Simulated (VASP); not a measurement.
Runs of VASP 6.6.1 on Y. It takes space group Im-3m (No. 229, cubic). Conventional cell: a = 4.068 Å, b = 4.068 Å, c = 4.068 Å, α = 90.00°, β = 90.00°, γ = 90.00°. Y (site symmetry m-3m) is surrounded by 8 Y at 3.52 Å. The cell was built by a generator and needn't be a form met in nature.

```csv
task,level,cell,cutoff (eV),smearing,gap on the mesh (eV),pressure (GPa),relaxed volume (Å³/atom)
single point,r2SCAN,"Im-3m, 33.65 Å³/atom",520,fermi-dirac 0.1 eV,none,0.1,-
single point,RPBE,"Im-3m, 34.42 Å³/atom",520,tetrahedron,none,-0.3,-
relaxation of cell and atoms,r2SCAN,relaxed,600,fermi-dirac 0.1 eV,none,0.0,(a)
relaxation of cell and atoms,RPBE,relaxed,600,tetrahedron,none,0.0,34.15
```

Alike in all rows: potentials or basis VASP PAW PBE potentials, release 64 (Y_sv); no spin polarisation; k mesh 7 × 7 × 7.

Task: Estimate the missing entries.

Result: (a) 33.68.

Caveats: the PAW data sets were made with another functional, which shifts forces and pressure a little; tetrahedron occupations give inexact forces and stress in metals (some runs); the volume moved by over 15 % at a fixed basis, so the end points are rough (some runs).

A k mesh can miss the band edges, and the runs leave out spin-orbit coupling on Y.

A gap of «none» marks a metal or a gap under the smearing width.
